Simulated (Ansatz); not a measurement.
# O started on a Sr site in rocksalt SrO, 64 atoms, charge +2

Level of theory: DFT, PBEsol, PAW, plane waves (Ansatz).

Command:

```sh
ansatz run in.yaml --threads 8 --pin off --max-ram 118750MiB --runs-dir r --events-out ev --progress --plain --backend cuda --devices 0,
```

The input less its lattice and atoms (starting moments on atoms near the defect: 2 μB in all):

```yaml
crystal:
  symmetry: { detect: false }
kpoints:
  mp_grid: { grid: [1, 1, 1], shift: [0.25, 0.25, 0.25] }
hamiltonian:
  xc: pbesol
total_charge: 2
magnetization:
  spin_polarized: true
scf:
  occupations: { method: fermi_dirac, width: 0.01 }
relax:
  f_tol: 0.03
  max_steps: 80
  escape_saddle: false
  adjacent_minimum: "off"
output:
  forces: true
  eigenvalues: true
  populations: true
  charged_corrections: { epsilon: 14.5 }
```

Start:

```xyz
64
Lattice="10.2455 0.0000 0.0000 0.0000 10.2455 0.0000 0.0000 0.0000 10.2455" Properties=species:S:1:pos:R:3 pbc="T T T"
O     2.5289   10.2353   10.1988
O     2.5297   10.2223    5.1230
O     2.5521    5.1162    0.0300
O     2.5469    5.0991    5.1389
O     7.6947   10.2193    0.0072
O     7.6917    0.0177    5.1393
O     7.6682    5.1224    0.0166
O     7.6649    5.1572    5.1236
O    10.2369    2.5616   10.2146
O    10.2271    2.5970    5.1247
O    10.2240    7.6722   10.2245
O     0.0174    7.6803    5.1535
O     5.1014    2.5249    0.0155
O     5.1658    2.5855    5.0914
O     5.1026    7.6837    0.0680
O     5.1571    7.6494    5.1380
O     0.0108   10.2226    2.6033
O    10.2287   10.2249    7.7126
O     0.0046    5.1039    2.5420
O     0.0167    5.1162    7.6686
O     5.1181   10.2368    2.5684
O     5.1034   10.2367    7.6978
O     5.1042    5.1315    2.5586
O     5.1221    5.1228    7.6818
O     5.1475    5.1587    5.1351
O     2.5543    2.5254    2.5766
O     2.5726    2.5492    7.7039
O     2.5825    7.6701    2.5736
O     2.5545    7.7011    7.6942
O     7.6930    2.5600    2.5361
O     7.6907    2.5717    7.6900
O     7.6712    7.7311    2.5706
O     7.6981    7.6620    7.6785
Sr    0.0204    0.0132   10.2403
Sr    0.0100    0.0378    5.1260
Sr   10.2440    5.0811   10.2427
Sr   10.2368    5.1290    5.1487
Sr    5.1147    0.0364   10.2300
Sr    5.0981   10.2338    5.0996
Sr    5.1426    5.1325   10.2079
Sr    2.5693    2.5476    0.0075
Sr    2.5813    2.5528    5.1261
Sr    2.5698    7.6736   10.2305
Sr    2.5936    7.7004    5.1312
Sr    7.6502    2.5644    0.0106
Sr    7.6539    2.5533    5.1095
Sr    7.7076    7.6733    0.0019
Sr    7.6689    7.6495    5.1326
Sr    2.5800    0.0126    2.5254
Sr    2.5605   10.2224    7.6566
Sr    2.5451    5.1225    2.5772
Sr    2.5377    5.1457    7.6876
Sr    7.6679    0.0144    2.5680
Sr    7.6739   10.2344    7.6815
Sr    7.6655    5.1525    2.5864
Sr    7.6977    5.1371    7.6482
Sr    0.0451    2.5713    2.5644
Sr    0.0170    2.5392    7.7069
Sr   10.2407    7.6957    2.5513
Sr    0.0442    7.6827    7.6463
Sr    5.1373    2.5419    2.5671
Sr    5.1272    2.5375    7.6718
Sr    5.1057    7.6875    2.5381
Sr    5.1221    7.6733    7.6729
```

Steps:

```
 step  energy less the first (eV)  largest force component (eV/Å)
start                       0.000                           1.122
    1                      -0.957                           0.282
    2                      -1.114                           0.214
    3                      -1.196                           0.219
    4                      -1.319                           0.615
    5                      -1.558                           1.218
    6                      -2.013                           2.232
    7                      -2.522                           2.823
    8                      -3.197                           0.740
    9                      -3.361                           0.776
   10                      -3.414                           0.091
   11                      -3.423                           0.106
   12                      -3.424                           0.018
```

A structure on the way, about -1.11 eV from the start:

```
O Sr
1.0
    10.24549    0.00000    0.00000
     0.00000   10.24549    0.00000
     0.00000    0.00000   10.24549
O Sr
33 31
Direct
  0.25004 0.99921 0.99981
  0.24978 0.99913 0.49987
  0.24925 0.49904 0.00050
  0.23047 0.49936 0.50029
  0.74908 0.99927 0.00013
  0.74960 0.00005 0.50020
  0.74956 0.49926 0.00013
  0.76680 0.49994 0.49996
  0.99910 0.25039 0.99915
  0.99989 0.24961 0.49911
  0.99934 0.74939 0.00051
  0.99997 0.74982 0.50001
  0.49887 0.24872 0.00005
  0.49951 0.22899 0.49975
  0.49929 0.74979 0.00134
  0.50041 0.76835 0.50152
  0.99945 0.99866 0.25125
  0.99927 0.99959 0.75024
  0.99981 0.49878 0.24950
  0.99954 0.49926 0.74982
  0.49923 0.99926 0.25052
  0.49962 0.99932 0.75055
  0.49958 0.49872 0.23013
  0.50010 0.50015 0.76964
  0.52016 0.51471 0.50552
  0.25031 0.24984 0.25093
  0.25120 0.25075 0.74938
  0.25016 0.74903 0.25145
  0.25051 0.74947 0.75021
  0.74964 0.25072 0.24998
  0.74930 0.25094 0.74924
  0.74960 0.74974 0.25083
  0.74847 0.74941 0.74961
  0.00017 0.00039 0.00026
  0.00017 0.00003 0.49985
  0.99982 0.50049 0.00050
  0.99962 0.49938 0.49973
  0.50076 0.00019 0.99984
  0.50038 0.99926 0.49972
  0.50013 0.49996 0.00019
  0.24975 0.25021 0.99988
  0.25483 0.25520 0.49962
  0.25014 0.74810 0.00012
  0.25423 0.74332 0.50050
  0.74867 0.24988 0.99956
  0.74421 0.25344 0.50013
  0.74951 0.74826 0.00021
  0.74473 0.74399 0.49975
  0.24969 0.00068 0.25010
  0.25048 0.00013 0.74899
  0.25463 0.50023 0.25485
  0.25409 0.50079 0.74429
  0.74900 0.99993 0.25019
  0.74917 0.00095 0.74880
  0.74438 0.50056 0.25478
  0.74388 0.50040 0.74499
  0.00038 0.24984 0.25014
  0.99982 0.24977 0.74874
  0.99939 0.74835 0.25048
  0.00002 0.74866 0.74850
  0.50013 0.25438 0.25536
  0.50105 0.25477 0.74401
  0.50033 0.74381 0.25379
  0.49968 0.74351 0.74471
```

End:

```
O Sr
1.0
    10.24549    0.00000    0.00000
     0.00000   10.24549    0.00000
     0.00000    0.00000   10.24549
O Sr
33 31
Direct
  0.24725 0.99964 0.99992
  0.24574 0.99980 0.50001
  0.24577 0.49973 0.00011
  0.22955 0.49976 0.50004
  0.74846 0.99982 0.00007
  0.74945 0.99944 0.50004
  0.74948 0.49982 0.99976
  0.76668 0.49810 0.49872
  0.99764 0.24946 0.99989
  0.99538 0.24976 0.50001
  0.99768 0.74991 0.00025
  0.99553 0.74940 0.50028
  0.49836 0.24830 0.00007
  0.49885 0.22786 0.50001
  0.49832 0.75138 0.00029
  0.49897 0.77229 0.50048
  0.99761 0.99966 0.24970
  0.99765 0.00003 0.75017
  0.99530 0.49975 0.25006
  0.99557 0.50004 0.74970
  0.49833 0.99979 0.24857
  0.49829 0.00003 0.75166
  0.49887 0.49974 0.22815
  0.49892 0.50021 0.77260
  0.63381 0.50204 0.50135
  0.24905 0.25089 0.25115
  0.24896 0.25111 0.74899
  0.24897 0.74873 0.25136
  0.24892 0.74885 0.74912
  0.74708 0.25175 0.25201
  0.74698 0.25189 0.74780
  0.74701 0.74753 0.25217
  0.74701 0.74774 0.74800
  0.99836 0.99984 0.00008
  0.99948 0.99965 0.49993
  0.99949 0.49968 0.99992
  0.00320 0.50027 0.50048
  0.49721 0.99987 0.00013
  0.49524 0.99978 0.50006
  0.49527 0.49978 0.00012
  0.24854 0.25058 0.00010
  0.25150 0.25527 0.50000
  0.24854 0.74904 0.00014
  0.25192 0.74447 0.50011
  0.74728 0.24877 0.99996
  0.74410 0.24237 0.49991
  0.74724 0.75073 0.99998
  0.74392 0.75644 0.50004
  0.24853 0.99983 0.25085
  0.24855 0.99987 0.74928
  0.25155 0.49977 0.25555
  0.25191 0.49988 0.74476
  0.74726 0.99970 0.24902
  0.74723 0.99973 0.75098
  0.74410 0.49969 0.24263
  0.74391 0.49980 0.75671
  0.99769 0.25060 0.25086
  0.99775 0.25055 0.74921
  0.99775 0.74899 0.25080
  0.99777 0.74916 0.74939
  0.49833 0.25369 0.25400
  0.49832 0.25393 0.74601
  0.49830 0.74579 0.25416
  0.49844 0.74573 0.74603
```

The calculation finished and met its thresholds.

Time: 29 s of wall time on one NVIDIA GB300 with 8 processor threads, on a host shared with other runs; peak host memory 1.9 GiB.

Problem. How much energy did the relaxation gain, and which atom moved most?

Solution. 3.42 eV in 12 steps, from a start with small random displacements; atom 25 (O) moved 1.35 Å, the median atom 0.05 Å (drift of the whole cell removed).

The moment started at 2 μB and ended at 4.0 μB; no other spin state is shown. The program warned that the state may not be the lowest. The one k point has no symmetry partners, which can distort the end along one axis.
